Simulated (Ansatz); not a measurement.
P in Ansatz: the effect of functional

The system is P.

```xyz
2
Lattice="2.4247 0.0000 0.0000 0.0000 2.4385 0.0000 -0.0203 0.0000 4.8524" Properties=species:S:1:pos:R:3 pbc="T T T"
P    -0.0152    0.0000    3.6365
P     2.4196    0.0000    1.2159
```

This isn't the form of P at room conditions, which is orthorhombic.

Alike in all runs:

```yaml
Program: Ansatz 0.2.0
Task: projected density of states
Potentials_or_basis: Ansatz PAW
k_mesh: 6 × 6 × 3
Occupations: fermi-dirac, width 0.05 eV
Spin: no spin polarisation
```

```tsv
functional	cutoff	pressure (GPa)
LDA	420 eV (not typed: the program's choice for these potentials)	-2.8
PBEsol	420 eV (not typed: the program's choice for these potentials)	-1.3
r2SCAN	500 eV (not typed: the program's choice for these potentials)	?
HSE06	420 eV (not typed: the program's choice for these potentials)	-1.8
PBE0	420 eV (not typed: the program's choice for these potentials)	-2.3
r2SCAN0	500 eV (not typed: the program's choice for these potentials)	-2.3
```

Question: What does the run with functional r2SCAN give?

Answer: Pressure 1.1 GPa.

Caveats: all runs use coarse meshes; the PAW data sets come from PBE, with cores solved anew for the run's functional, which leaves a small shift of forces and pressure; the density of states is complete only up to the lowest level of the last band computed; the thresholds are loose for stress (some runs).
